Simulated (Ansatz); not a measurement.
# SiNi3 in Ansatz: the effect of functional

SiNi3:

```
Ni Si
1.0
     3.58861    0.00000    0.00000
     0.00000    3.58861    0.00000
     0.00000    0.00000    3.58861
Ni Si
3 1
Cartesian
  1.7943 1.7943 0.0000
  1.7943 0.0000 1.7943
  0.0000 1.7943 1.7943
  0.0000 0.0000 0.0000
```

The cell isn't the ideal one: volume scaled by 1.04.

Alike in all runs:

| Property | Result |
| --- | --- |
| Program | Ansatz 0.2.0 |
| Task | single point |
| Potentials or basis | Ansatz PAW |
| k mesh | 8 × 8 × 8 |
| Occupations | fermi-dirac, width 0.05 eV |
| Spin | collinear spin, ferromagnetic start |
| Starting moments | [1.0, 1.0, 1.0, 0.0] μB |

| functional | cutoff | pressure (GPa) | moment (μB) |
| --- | --- | --- | --- |
| LDA | 420 eV (not typed: the program's choice for these potentials) | -25.7 | 0.00 |
| PBEsol | 420 eV (not typed: the program's choice for these potentials) | ? | ? |
| r2SCAN | 500 eV (not typed: the program's choice for these potentials) | -19.6 | 0.19 |

**Question.** What does the run with functional PBEsol give?

**Answer.** Pressure -20.2 GPa; moment 0.00 μB.

Caveats: the PAW data sets come from PBE, with cores solved anew for the run's functional, which leaves a small shift of forces and pressure; the starting moments weren't kept; the magnetic or orbital state may not be the lowest (some runs).
